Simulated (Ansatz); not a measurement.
# Y on Nb(100): change of the work function

Aim: the work function of Nb(100) at several coverages of Y (top site), and the dipole that each adsorbate carries.

Calculated with Ansatz 0.2.0; plane-wave DFT, PBE, Ansatz PAW.

### Step 1. Set-up

The cell holds 5 atoms: 5 Nb. Its edges and angles: a = 3.300 Å, b = 3.300 Å, c = 24.600 Å, α = 90.0°, β = 90.0°, γ = 90.0°. Vacuum lies along c.

Structure file:

```cif
data_structure
_symmetry_space_group_name_H-M 'P 1'
_symmetry_Int_Tables_number 1
_cell_length_a 3.3000
_cell_length_b 3.3000
_cell_length_c 24.6000
_cell_angle_alpha 90.000
_cell_angle_beta 90.000
_cell_angle_gamma 90.000
_cell_volume 267.89
loop_
_atom_site_label
_atom_site_type_symbol
_atom_site_fract_x
_atom_site_fract_y
_atom_site_fract_z
_atom_site_occupancy
Nb1 Nb 0.00000 0.00000 0.36585 1
Nb2 Nb 0.50000 0.50000 0.43293 1
Nb3 Nb 0.00000 0.00000 0.50000 1
Nb4 Nb 0.50000 0.50000 0.56707 1
Nb5 Nb 0.00000 0.00000 0.63415 1
```

### Step 2. The clean slab

The bare slab comes first, as the zero from which every change is counted. The two lowest layers are held at bulk places and the upper ones relax. The dipole correction removes the false field that a one-sided slab makes across the periodic vacuum, so each face gets a flat vacuum level of its own.

File input.yaml:

```yaml
crystal:
  lattice:
    - [3.3, 0.0, 0.0]
    - [0.0, 3.3, 0.0]
    - [0.0, 0.0, 24.6]
  atoms:
    - { symbol: Nb, position: [0.0, 0.0, 0.3658536585] }
    - { symbol: Nb, position: [0.5, 0.5, 0.4329268293] }
    - { symbol: Nb, position: [0.0, 0.0, 0.5] }
    - { symbol: Nb, position: [0.5, 0.5, 0.5670731707] }
    - { symbol: Nb, position: [0.0, 0.0, 0.6341463415] }
kpoints:
  mp_grid: { grid: [9, 9, 1] }
hamiltonian:
  xc: pbe
scf:
  occupations: { method: fermi_dirac, width: 0.1 }
  convergence: { dr2_threshold: 1.0e-08 }
efield:
  axis: 3
  dipole_correction: true
  ramp_position: 0.97
  ramp_width: 0.06
relax:
  f_tol: 0.02
  max_steps: 60
  constraints: [{ sites: [0, 1] }]
output:
  write_potential: true
  write_density: true
  volumetric_format: npy
```

The run is started by

```bash
> ansatz run input.yaml --threads 4 --pin off --max-ram 12288MiB --backend cpu --events-out ev --progress --plain --runs-dir out
```

Numbers of over 12 decimals in the logs are rounded to 6 here.

Output:

```text
Engine: ansatz 0.2.0, x86_64-unknown-linux-gnu
Pseudopotentials: kind: paw
Pseudopotential: Nb, paw, valence charge 13, recommended cutoff 420 eV (normal), Nb.paw.azcp
Functional definition: PBE
  parameter kappa = 0.804
  parameter beta = 0.066725
  exchange = pbe_x(kappa = kappa, mu = beta*pi^2/3)
  correlation = pbe_c(beta = beta)
Crystal: 5 atoms, lattice volume = 267.894 Å³
Basis set: ecut = 420 eV, 5307 PW (Γ), exchange–correlation on 48×48×360 points (8 copies of the dense FFT grid, shifted against one another)
Bands: 39, of which v1, the nominal top of the filled ones, is band 33 counted from 1 (32 counted from 0)
Symmetry: 8 space group operations
k-points: 15 of 81
Non-local potential: Nb, projectors of the file, l = 0: 3, l = 1: 2, l = 2: 2, l = 3: 1
PAW form: soft (Blöchl's): semilocal exchange-correlation on the pseudo side does not see the compensation charge
PAW one-centre angular grid: Nb, 590 points (default); XC on 64 Gauss nodes
Initial density: superposition of atomic densities (neutral atoms: chi_scale 0, normalization atom), corrected by the library's trained network
Initial wavefunctions: pseudopotential atomic-orbital guess
Functional: x = pbe(κ = 0.804, μ = 0.219515), c = pbe(β = 0.066725)
SCF iter   1: F=—  HF=-22758.152780 eV  |F-HF|=—  |Δ(HF+E_count)|=         —  Δρ=8.16e-3  dr2=2.43e0  ethr=1.77e-3  p=0.000 e·Å  D=1.73e-13 V/Å  ΔV_dip=-0.00 eV  dr2_dipole=4.41e-9  V_vac-E_F(+/−)=3.96/3.96 eV  ⟨swp⟩=8.3  Hψ=2741  notcnv=0
efield: sawtooth ramp at fractional position 0.9700 (set: `efield.ramp_position`, or a place that a band, a saddle search or an elastic batch's reference lends), width 0.0600; the density the first Hamiltonian is built on has a dipole p = 0.000 e·Å; the dipole correction subtracts the counter field D = 1.73e-13 V/Å, which shifts the + side's vacuum level by -0.00 eV against the − side's; the planar-averaged density in the ramp window peaks in size at 1.6e-5 e/Å³
preconditioner: auto → LDOS  [metal: Δε(μ)=0.044 eV  Ē_g=2.893 eV  σ=0.100 eV  W_gap=0.11  n_scr=44 (ndim 8)  ℏωp=11.3 eV  f_vac=0.572  D(μ)=6.76/eV (n_scr^D=44)  β→1.0]
SCF iter   2: F=—  HF=-22758.080945 eV  |F-HF|=—  |Δ(HF+E_count)|=   7.18e-2  Δρ=4.47e-3  dr2=5.41e-1  ethr=1.77e-3  p=0.000 e·Å  D=1.84e-5 V/Å  ΔV_dip=-0.00 eV  dr2_dipole=1.07e-7  V_vac-E_F(+/−)=3.64/3.64 eV  ⟨swp⟩=2.4  Hψ=781  notcnv=0
SCF iter   3: F=—  HF=-22758.065192 eV  |F-HF|=—  |Δ(HF+E_count)|=   1.58e-2  Δρ=6.61e-4  dr2=3.40e-3  ethr=8.33e-4  p=0.000 e·Å  D=5.45e-6 V/Å  ΔV_dip=-0.00 eV  dr2_dipole=2.21e-9  V_vac-E_F(+/−)=3.72/3.72 eV  ⟨swp⟩=1.9  Hψ=673  notcnv=0
SCF iter   4: F=—  HF=-22758.066339 eV  |F-HF|=—  |Δ(HF+E_count)|=   1.15e-3  Δρ=2.80e-4  dr2=4.79e-4  ethr=5.23e-6  p=0.000 e·Å  D=3.44e-6 V/Å  ΔV_dip=-0.00 eV  dr2_dipole=6.19e-10  V_vac-E_F(+/−)=3.70/3.70 eV  ⟨swp⟩=2.3  Hψ=806  notcnv=0
SCF iter   5: F=—  HF=-22758.066349 eV  |F-HF|=—  |Δ(HF+E_count)|=   1.01e-5  Δρ=1.13e-4  dr2=7.09e-5  ethr=7.37e-7  p=0.000 e·Å  D=1.20e-6 V/Å  ΔV_dip=-0.00 eV  dr2_dipole=5.13e-11  V_vac-E_F(+/−)=3.71/3.71 eV  ⟨swp⟩=2.1  Hψ=833  notcnv=0
SCF iter   6: F=—  HF=-22758.066326 eV  |F-HF|=—  |Δ(HF+E_count)|=   2.31e-5  Δρ=2.79e-5  dr2=1.36e-5  ethr=1.09e-7  p=0.000 e·Å  D=5.80e-7 V/Å  ΔV_dip=-0.00 eV  dr2_dipole=1.32e-14  V_vac-E_F(+/−)=3.71/3.71 eV  ⟨swp⟩=2.3  Hψ=795  notcnv=0
SCF iter   7: F=—  HF=-22758.066329 eV  |F-HF|=—  |Δ(HF+E_count)|=   2.44e-6  Δρ=1.33e-5  dr2=1.61e-6  ethr=2.09e-8  p=0.000 e·Å  D=1.14e-7 V/Å  ΔV_dip=-0.00 eV  dr2_dipole=1.37e-13  V_vac-E_F(+/−)=3.72/3.72 eV  ⟨swp⟩=2.1  Hψ=739  notcnv=0
SCF iter   8: F=—  HF=-22758.066415 eV  |F-HF|=—  |Δ(HF+E_count)|=   8.64e-5  Δρ=4.05e-6  dr2=1.79e-7  ethr=2.47e-9  p=0.000 e·Å  D=3.98e-8 V/Å  ΔV_dip=-0.00 eV  dr2_dipole=8.39e-14  V_vac-E_F(+/−)=3.72/3.72 eV  ⟨swp⟩=2.0  Hψ=796  notcnv=0
SCF iter   9: F=—  HF=-22758.066415 eV  |F-HF|=—  |Δ(HF+E_count)|=   4.73e-8  Δρ=1.81e-6  dr2=3.24e-8  ethr=2.75e-10  p=0.000 e·Å  D=8.07e-9 V/Å  ΔV_dip=-0.00 eV  dr2_dipole=4.25e-15  V_vac-E_F(+/−)=3.72/3.72 eV  ⟨swp⟩=2.5  Hψ=1062  notcnv=0
SCF iter  10: F=-22758.066415 eV  HF=-22758.066415 eV  |F-HF|=6.98e-10  |Δ(HF+E_count)|=   7.76e-9  Δρ=4.57e-7  dr2=9.35e-10  ethr=1.54e-11  p=0.000 e·Å  D=1.58e-9 V/Å  ΔV_dip=-0.00 eV  dr2_dipole=7.85e-15  V_vac-E_F(+/−)=3.72/3.72 eV  ⟨swp⟩=9.4  Hψ=4143  notcnv=0
SCF 1 converged in 10 iterations: F = -22758.066415 eV  dr2 = 9.35e-10
  greatest PAW one-centre occupation: 0.998 electrons in one spin orbital (limit 2), on the Nb atom at site 1 (counted from 0), in its partial waves of l = 0
relax step   1: F+E_penalty+E_count = -22758.06641517 eV  Δ(F+E_penalty+E_count) = +0.000e0 eV  max|allowed force component| = 1.217e0 eV/Å  Δτ_max = 0.0000 Å  (10 SCF iters, accepted)
Initial density: handed on by an earlier stage of this run
Initial wavefunctions: those handed on with the density
SCF iter   1: F=—  HF=-22758.313615 eV  |F-HF|=—  |Δ(HF+E_count)|=         —  Δρ=1.56e-2  dr2=4.91e0  ethr=3.10e-3  p=-0.000 e·Å  D=-9.35e-8 V/Å  ΔV_dip=0.00 eV  dr2_dipole=1.00e0  V_vac-E_F(+/−)=3.81/3.81 eV  ⟨swp⟩=5.9  Hψ=1586  notcnv=0
efield: sawtooth ramp at fractional position 0.9700 (set: `efield.ramp_position`, or a place that a band, a saddle search or an elastic batch's reference lends), width 0.0600; the density the first Hamiltonian is built on has a dipole p = -0.000 e·Å; the dipole correction subtracts the counter field D = -9.35e-8 V/Å, which shifts the + side's vacuum level by +0.00 eV against the − side's; the planar-averaged density in the ramp window peaks in size at 5.4e-7 e/Å³
preconditioner: auto → LDOS  [metal: Δε(μ)=0.044 eV  Ē_g=2.937 eV  σ=0.100 eV  W_gap=0.11  n_scr=44 (ndim 8)  ℏωp=11.3 eV  f_vac=0.575  D(μ)=6.37/eV (n_scr^D=44)  β→1.0]
SCF iter   2: F=—  HF=-22758.133613 eV  |F-HF|=—  |Δ(HF+E_count)|=   1.80e-1  Δρ=6.52e-3  dr2=4.63e-1  ethr=3.10e-3  p=0.006 e·Å  D=3.89e-3 V/Å  ΔV_dip=-0.10 eV  dr2_dipole=4.83e-2  V_vac-E_F(+/−)=3.68/3.77 eV  ⟨swp⟩=2.2  Hψ=885  notcnv=0
SCF iter   3: F=—  HF=-22758.107843 eV  |F-HF|=—  |Δ(HF+E_count)|=   2.58e-2  Δρ=2.65e-3  dr2=8.56e-2  ethr=7.12e-4  p=0.006 e·Å  D=4.06e-3 V/Å  ΔV_dip=-0.10 eV  dr2_dipole=6.34e-3  V_vac-E_F(+/−)=3.65/3.75 eV  ⟨swp⟩=2.1  Hψ=871  notcnv=0
SCF iter   4: F=—  HF=-22758.102278 eV  |F-HF|=—  |Δ(HF+E_count)|=   5.57e-3  Δρ=7.80e-4  dr2=4.87e-3  ethr=1.32e-4  p=0.007 e·Å  D=4.88e-3 V/Å  ΔV_dip=-0.12 eV  dr2_dipole=2.11e-4  V_vac-E_F(+/−)=3.61/3.73 eV  ⟨swp⟩=2.1  Hψ=731  notcnv=0
[...]
SCF iter   6: F=—  HF=-22758.195838 eV  |F-HF|=—  |Δ(HF+E_count)|=   9.78e-6  Δρ=3.78e-5  dr2=1.43e-5  ethr=1.33e-7  p=0.008 e·Å  D=5.66e-3 V/Å  ΔV_dip=-0.14 eV  dr2_dipole=3.12e-6  V_vac-E_F(+/−)=3.59/3.73 eV  ⟨swp⟩=2.1  Hψ=877  notcnv=0
SCF iter   7: F=—  HF=-22758.195836 eV  |F-HF|=—  |Δ(HF+E_count)|=   2.64e-6  Δρ=1.47e-5  dr2=2.15e-6  ethr=2.20e-8  p=0.008 e·Å  D=5.32e-3 V/Å  ΔV_dip=-0.13 eV  dr2_dipole=2.03e-7  V_vac-E_F(+/−)=3.60/3.73 eV  ⟨swp⟩=2.1  Hψ=976  notcnv=0
SCF iter   8: F=—  HF=-22758.195919 eV  |F-HF|=—  |Δ(HF+E_count)|=   8.27e-5  Δρ=4.10e-6  dr2=1.16e-7  ethr=3.30e-9  p=0.008 e·Å  D=5.24e-3 V/Å  ΔV_dip=-0.13 eV  dr2_dipole=1.78e-9  V_vac-E_F(+/−)=3.60/3.73 eV  ⟨swp⟩=2.1  Hψ=853  notcnv=0
SCF iter   9: F=—  HF=-22758.195919 eV  |F-HF|=—  |Δ(HF+E_count)|=   7.28e-8  Δρ=1.39e-6  dr2=1.13e-8  ethr=1.54e-11  p=0.008 e·Å  D=5.20e-3 V/Å  ΔV_dip=-0.13 eV  dr2_dipole=1.70e-10  V_vac-E_F(+/−)=3.60/3.73 eV  ⟨swp⟩=10.6  Hψ=4511  notcnv=0
SCF iter  10: F=-22758.195919 eV  HF=-22758.195919 eV  |F-HF|=9.42e-10  |Δ(HF+E_count)|=   7.45e-9  Δρ=3.88e-7  dr2=1.05e-9  ethr=1.54e-11  p=0.008 e·Å  D=5.20e-3 V/Å  ΔV_dip=-0.13 eV  dr2_dipole=2.27e-10  V_vac-E_F(+/−)=3.60/3.73 eV  ⟨swp⟩=9.3  Hψ=3938  notcnv=0
SCF 3 converged in 10 iterations: F = -22758.195919 eV  dr2 = 1.05e-9
relax step   3: F+E_penalty+E_count = -22758.19591868 eV  Δ(F+E_penalty+E_count) = -9.429e-2 eV  max|allowed force component| = 1.269e-1 eV/Å  Δτ_max = 0.1441 Å  (10 SCF iters, accepted)
[...]
relax step   4: F+E_penalty+E_count = -22758.19708954 eV  Δ(F+E_penalty+E_count) = -1.171e-3 eV  max|allowed force component| = 6.700e-2 eV/Å  Δτ_max = 0.0469 Å  (9 SCF iters, accepted)
SCF iter   1: F=—  HF=-22758.199587 eV  |F-HF|=—  |Δ(HF+E_count)|=         —  Δρ=1.62e-3  dr2=5.08e-2  ethr=1.11e-3  p=0.008 e·Å  D=5.28e-3 V/Å  ΔV_dip=-0.13 eV  dr2_dipole=7.96e-3  V_vac-E_F(+/−)=3.60/3.73 eV  ⟨swp⟩=2.0  Hψ=866  notcnv=0
efield: sawtooth ramp at fractional position 0.9700 (set: `efield.ramp_position`, or a place that a band, a saddle search or an elastic batch's reference lends), width 0.0600; the density the first Hamiltonian is built on has a dipole p = 0.008 e·Å; the dipole correction subtracts the counter field D = 5.28e-3 V/Å, which shifts the + side's vacuum level by -0.13 eV against the − side's; the planar-averaged density in the ramp window peaks in size at 5.2e-7 e/Å³
preconditioner: auto → LDOS  [metal: Δε(μ)=0.025 eV  Ē_g=2.897 eV  σ=0.100 eV  W_gap=0.06  n_scr=44 (ndim 8)  ℏωp=11.3 eV  f_vac=0.575  D(μ)=6.33/eV (n_scr^D=44)  β→1.0]
SCF iter   2: F=—  HF=-22758.198168 eV  |F-HF|=—  |Δ(HF+E_count)|=   1.42e-3  Δρ=6.36e-4  dr2=7.18e-3  ethr=7.81e-5  p=0.009 e·Å  D=6.16e-3 V/Å  ΔV_dip=-0.15 eV  dr2_dipole=1.16e-4  V_vac-E_F(+/−)=3.58/3.73 eV  ⟨swp⟩=1.0  Hψ=705  notcnv=0
SCF iter   3: F=—  HF=-22758.197946 eV  |F-HF|=—  |Δ(HF+E_count)|=   2.23e-4  Δρ=2.00e-4  dr2=7.62e-4  ethr=1.11e-5  p=0.008 e·Å  D=5.62e-3 V/Å  ΔV_dip=-0.14 eV  dr2_dipole=8.63e-5  V_vac-E_F(+/−)=3.59/3.73 eV  ⟨swp⟩=2.0  Hψ=697  notcnv=0
SCF iter   4: F=—  HF=-22758.197910 eV  |F-HF|=—  |Δ(HF+E_count)|=   3.62e-5  Δρ=4.10e-5  dr2=1.03e-5  ethr=1.17e-6  p=0.008 e·Å  D=5.58e-3 V/Å  ΔV_dip=-0.14 eV  dr2_dipole=3.20e-7  V_vac-E_F(+/−)=3.59/3.73 eV  ⟨swp⟩=2.0  Hψ=784  notcnv=0
SCF iter   5: F=—  HF=-22758.197897 eV  |F-HF|=—  |Δ(HF+E_count)|=   1.21e-5  Δρ=1.16e-5  dr2=1.01e-6  ethr=1.59e-8  p=0.008 e·Å  D=5.50e-3 V/Å  ΔV_dip=-0.14 eV  dr2_dipole=1.99e-10  V_vac-E_F(+/−)=3.59/3.73 eV  ⟨swp⟩=3.3  Hψ=1054  notcnv=0
SCF iter   6: F=—  HF=-22758.197976 eV  |F-HF|=—  |Δ(HF+E_count)|=   7.85e-5  Δρ=5.53e-6  dr2=2.19e-7  ethr=1.56e-9  p=0.008 e·Å  D=5.43e-3 V/Å  ΔV_dip=-0.13 eV  dr2_dipole=7.71e-8  V_vac-E_F(+/−)=3.59/3.73 eV  ⟨swp⟩=2.3  Hψ=945  notcnv=0
SCF iter   7: F=—  HF=-22758.197976 eV  |F-HF|=—  |Δ(HF+E_count)|=   2.88e-8  Δρ=2.36e-6  dr2=3.65e-8  ethr=3.36e-10  p=0.008 e·Å  D=5.39e-3 V/Å  ΔV_dip=-0.13 eV  dr2_dipole=2.73e-9  V_vac-E_F(+/−)=3.60/3.73 eV  ⟨swp⟩=2.1  Hψ=839  notcnv=0
SCF iter   8: F=-22758.197976 eV  HF=-22758.197976 eV  |F-HF|=4.07e-9  |Δ(HF+E_count)|=   1.22e-8  Δρ=7.50e-7  dr2=7.64e-9  ethr=1.54e-11  p=0.008 e·Å  D=5.37e-3 V/Å  ΔV_dip=-0.13 eV  dr2_dipole=9.61e-11  V_vac-E_F(+/−)=3.60/3.73 eV  ⟨swp⟩=10.0  Hψ=4178  notcnv=0
SCF 5 converged in 8 iterations: F = -22758.197976 eV  dr2 = 7.64e-9
relax step   5: F+E_penalty+E_count = -22758.19797595 eV  Δ(F+E_penalty+E_count) = -8.864e-4 eV  max|allowed force component| = 5.359e-3 eV/Å  Δτ_max = 0.0206 Å  (8 SCF iters, accepted)
NSCF: frozen V_eff on 15 k-points
the band table was solved once a step of the walk had ended and its energy, with any forces and stress, was formed, with the checks that follow a solve (2569 applications of the Hamiltonian). They found nothing against the state; the energy, forces and stress were not computed again (output.eigenvalues in the input reference)
WARN: The output density's exchange-correlation potential varies sharply where the density is thin. Do not read a vacuum level from v_tot or v_xc, or from such a field of the output density. On a cell that repeats whose density bears no net charge and no dipole along the vacuum's axis use v_es (v_loc + v_h of the components); under efield.dipole_correction with no amplitude use v_es + v_field, which holds any externa [...]
SCF converged after 8 iterations
Free energy (F): -22758.197976 eV
Harris-Foulkes:  -22758.197976 eV  (|F-HF|=4.07e-9)
Internal energy: -22757.985133 eV  (E = F + TS)
E sigma→0 (E₀):  -22758.091555 eV
Entropy (-TS):   -0.212843 eV (-42.569 meV/atom)
Fermi energy:    3.748563 eV
Dipole field:    D = 0.005361 V/Å  (p = 0.007936 e·Å, saw-weighted, corrected)
Work function:   Φ+ = 3.5958 eV   Φ− = 3.7277 eV
Levels:          The Fermi level and band energies are counted from a zero that moves with the ramp; work functions are not
--- Per-component energies (eV) ---
  E_band       = -1265.425102
  E_kinetic    = 1967.240501
  E_local      = -68553.978579  (includes V_loc(G=0)·N_el)
  E_nonlocal   = 602.156355
  E_hartree    = 33158.375149
  E_xc         = -873.277406
  E_vxc        = -1058.715173  (∫ρ·V_xc dr)
  E_paw        = -15367.538689  (= ΣΔE_a)
  E_vpaw       = -538.901798  (= ΣTr[D̂ρ^β])
  E_aug_tail   = 0.000035  (compensation charges beyond the density's cutoff)
  E_efield     = 0.000021  (sawtooth field / dipole correction)
  E_vefield    = 0.008334  (∫n·V_field dr)
  E_ewald      = 26309.037479
  E_smearing   = -0.212843  (= −TS)
  E_closure    = -0.000000  (closes the sum)
  Σ components = -22758.197976   (vs F -22758.197976, Δ=0.00e0)
--- Forces (eV/Å), atoms counted from 1 ---
  atom   1  Nb     0.00000000     0.00000000     1.26458882
  atom   2  Nb     0.00000000     0.00000000    -1.26311010
  atom   3  Nb     0.00000000     0.00000000     0.00529088
  atom   4  Nb    -0.00000000     0.00000000    -0.00139611
  atom   5  Nb    -0.00000000     0.00000000    -0.00535924
  max |Σ_I F_I| component: 1.43e-5 eV/Å
--- Band table (eV; the first three rows and the last of 15) ---
  k-point 0: bands = [... 29 lower, 3.9219, 3.9219, 3.9244, 3.9792, 4.1223, 4.1223, 4.5549, 4.6194, ... 2 higher]
  k-point 1: bands = [... 29 lower, 3.4975, 3.6550, 3.7824, 3.9268, 4.1090, 4.2711, 4.3199, 4.6018, ... 2 higher]
  k-point 2: bands = [... 29 lower, 3.0734, 3.1467, 3.5648, 3.7063, 3.9830, 4.0134, 4.8220, 5.1360, ... 2 higher]
  k-point 14: bands = [... 29 lower, 2.7110, 2.7228, 3.7009, 3.8106, 5.5898, 5.6032, 5.8604, 5.9061, ... 2 higher]
--- Relaxed structure (5 steps of the walk, 5 accepted, 0 SCFs on fresh bases) ---
  F+E_penalty+E_count = -22758.19797595 eV   max|allowed force component| = 5.359e-3 eV/Å
  atoms:
    - { symbol: Nb, position: [0.0, 0.0, 0.365854] }
    - { symbol: Nb, position: [0.5, 0.5, 0.432927] }
    - { symbol: Nb, position: [0, 0.0, 0.499977] }
    - { symbol: Nb, position: [0.5, 0.5, 0.568878] }
    - { symbol: Nb, position: [0, 0.0, 0.627528] }
```

Wall time 9.5 s (4 threads of Intel Xeon Gold 6455B (Sapphire Rapids), shared host); peak memory 0.68 GiB.

Relaxation path:

```csv
step,energy less that of the first step (eV),largest force component (eV/Å)
1,0.0000,1.2171
2,-0.0352,1.3788
3,-0.1295,0.1269
4,-0.1307,0.0670
5,-0.1316,0.0054
```

The run keeps the 8 symmetry operations that it works with, so distortions that break them were not tested.

The atoms that moved most (Å):

```csv
atom,dx,dy,dz,length
Nb5,0.000,0.000,-0.163,0.163
Nb4,0.000,0.000,0.044,0.044
```

The relaxed structure:

```cif
data_structure
_symmetry_space_group_name_H-M 'P 1'
_symmetry_Int_Tables_number 1
_cell_length_a 3.3000
_cell_length_b 3.3000
_cell_length_c 24.6000
_cell_angle_alpha 90.000
_cell_angle_beta 90.000
_cell_angle_gamma 90.000
_cell_volume 267.89
loop_
_atom_site_label
_atom_site_type_symbol
_atom_site_fract_x
_atom_site_fract_y
_atom_site_fract_z
_atom_site_occupancy
Nb1 Nb 0.00000 0.00000 0.36585 1
Nb2 Nb 0.50000 0.50000 0.43293 1
Nb3 Nb 0.00000 0.00000 0.49998 1
Nb4 Nb 0.50000 0.50000 0.56888 1
Nb5 Nb 0.00000 0.00000 0.62753 1
```

Numbers from this step:

* energy at zero smearing: -22758.0916 eV
* work function, upper face: 3.596 eV
* work function, lower face: 3.728 eV
* dipole along the normal: 0.007936 e·Å
* step between the vacuum levels: -0.1319 eV

Running mean over 1.65 Å of the planar mean; the ramp of the sawtooth is left out. Table of electron's electrostatic potential energy less the Fermi level by z:

```csv
z (Å),electron's electrostatic potential energy less the Fermi level (eV)
4,3.73
5,3.71
6,3.62
7,2.86
8,-2.82
9,-10.6
10,-11.0
11,-11.0
12,-11.1
13,-10.6
14,-11.6
15,-12.9
16,-7.36
17,1.52
18,3.35
19,3.57
20,3.59
21,3.60
```

The relaxation took 5 steps and lowered the energy by 0.13 eV; the largest force on the free atoms ends at 0.0054 eV/Å.

The work function of the upper face is 3.60 eV.

(Part 1 of 5 ends here.)

[Logs are printed without paths, hosts, clocks, repeated set-up lines and the standing remarks that a program may print on its own settings, such as how far it seeks lower states.]

[Hosts, paths, dates, database ids (printed as entryN), source tags and the programs' standing remarks are cut or masked in the printed files.]

[Maps of the electrostatic potential energy from Ansatz leave out the sawtooth potential of an applied field or a dipole correction, so their vacuum need not be flat; planar profiles and work functions include it.]
